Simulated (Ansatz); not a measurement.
# BaTiO3 (Pm-3m) in Ansatz: equation of state

Aim: energy against volume of BaTiO3 in PBE, for its equilibrium volume and stiffness.

Everything below comes from runs of Ansatz 0.2.0. Logs are shortened: lines on timing, memory, paths and dates and some standing lists are left out, and cuts for length are marked.

### Step 1. Starting point

Symmetry: Pm-3m, No. 221, cubic system. The conventional cell has a = 4.006 Å, b = 4.006 Å, c = 4.006 Å, α = 90.00°, β = 90.00°, γ = 90.00°. Around Ba (site symmetry m-3m) lie 12 O at 2.83 Å. Ti (site symmetry m-3m) has 6 O at 2.00 Å as nearest neighbours. O (site symmetry 4/mmm) is surrounded by 2 Ti at 2.00 Å.

### Step 2. Equation of state, PBE

Potentials or basis: all-electron LAPW, scalar-relativistic.

This step only gathers the single runs of the series.

Results:

```yaml
Equilibrium_volume: 12.99 Å³/atom
Bulk_modulus: 163 GPa
Pressure_derivative_of_the_bulk_modulus: 4.5
```

Energy against volume, from the lowest point:
```
volume (Å³/atom)  energy (meV/atom)
          12.086              35.53
          12.343              17.14
          12.601               5.54
          12.858               0.04
          13.115               0.00
          13.372               4.87
          13.629              14.13
```

The run has no spin-orbit coupling, so splittings on Ba are missing. Zero-point motion and thermal expansion aren't in these numbers.
